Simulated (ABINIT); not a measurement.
ScAl3:

```
CELL_PARAMETERS angstrom
4.08781 0.00000 0.00000
0.00000 4.08781 0.00000
0.00000 0.00000 4.08781
ATOMIC_POSITIONS crystal
Sc 0.00000 0.00000 0.00000
Al 0.50000 0.50000 0.00000
Al 0.00000 0.50000 0.50000
Al 0.50000 0.00000 0.50000
```

The cell is a database's computed one.

Base run:

* Program: ABINIT 10.8.3 (patched build)
* Functional: HCTH407
* Potentials or basis: JTH PAW PBE v2.0
* Cutoff: 544 eV
* k mesh: 7 × 7 × 7
* Occupations: fermi-dirac, width 0.05 eV
* Spin: no spin polarisation

Its results: band gap on the k mesh none (metal or under the smearing width); pressure -5.7 GPa.

Q: The run is repeated on the same cell with these changes: functional from HCTH407 to AM05. What comes out?

A: Band gap on the k mesh none (metal or under the smearing width); pressure -1.3 GPa.

Caveats: the PAW data sets were made with another functional, which shifts forces and pressure a little.

Not every run made on this cell is shown here.
